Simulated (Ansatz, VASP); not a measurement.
This is a calculation of ZrC for VASP 6.6.1.

INCAR

```
SYSTEM = ZrC
PREC = Accurate ; ENCUT = 520
EDIFF = 1E-7 ; ISMEAR = -1
SIGMA = 0.05 ; LREAL = .FALSE.
LASPH = .TRUE. ; NELM = 100
ALGO = Normal ; ISIF = 2
LWAVE = .FALSE. ; LCHARG = .FALSE.
GGA = PS ; NBANDS = 24
```

Contents of KPOINTS:

```
regular mesh
0
G
  9 9 5
  0 0 0
```

POSCAR

```
ZrC
1.0
    3.4361060776      0.0000000000      0.0000000000
   -1.7180530388      2.9757551533      0.0000000000
    0.0000000000      0.0000000000      5.3596669437
Zr C
2 2
Direct
    0.6666666667      0.3333333333      0.7500000000
    0.3333333333      0.6666666667      0.2500000000
    0.0000000000      0.0000000000      0.5000000000
    0.0000000000      0.0000000000      0.0000000000
```

Potentials or basis: VASP PAW PBE potentials, release 64 (Zr_sv, C).

Run with:

```bash
$ cat potpaw_PBE.64/Zr_sv/POTCAR potpaw_PBE.64/C/POTCAR > POTCAR
$ mpirun -np 1 vasp_std > vasp.out
```

Task: Translate it to Ansatz 0.2.0. Potentials there: Ansatz PAW.

Result: As run (the cutoff follows the program's own potentials):

input.yaml

```yaml
crystal:
  lattice:
    - [3.4361060776, 0.0, 0.0]
    - [-1.7180530388, 2.9757551533, 0.0]
    - [0.0, 0.0, 5.3596669437]
  atoms:
    - { symbol: Zr, position: [0.6666666667, 0.3333333333, 0.75] }
    - { symbol: Zr, position: [0.3333333333, 0.6666666667, 0.25] }
    - { symbol: C, position: [0.0, 0.0, 0.5] }
    - { symbol: C, position: [0.0, 0.0, 0.0] }
hamiltonian:
  xc: pbesol
  pseudopotentials: { kind: paw }
kpoints:
  mp_grid: { grid: [9, 9, 5] }
scf:
  occupations: { method: fermi_dirac, width: 0.05 }
output:
  forces: true
  stress: true
  eigenvalues: true
```

Potentials or basis: Ansatz PAW.

Command:

```bash
$ ansatz run input.yaml --threads 1 --pin off --max-ram 3584MiB --backend cpu --events-out ev --progress --plain --runs-dir out
```

Both were run:

|  | VASP | Ansatz | Ansatz less VASP |
| --- | --- | --- | --- |
| gap on the k mesh at the Fermi level (eV) | none | none | - |
| pressure (GPa) | -14.8 | -15.1 | -0.30 |
| largest component of the traceless stress (GPa) | 1.33 | 1.35 | +0.016 |

A gap of «none» marks a metal or a gap that the smearing closes.

Caveats: the PAW data sets were made with another functional, which shifts forces and pressure a little (VASP); the PAW data sets come from PBE, with cores solved anew for the run's functional, which leaves a small shift of forces and pressure (Ansatz).
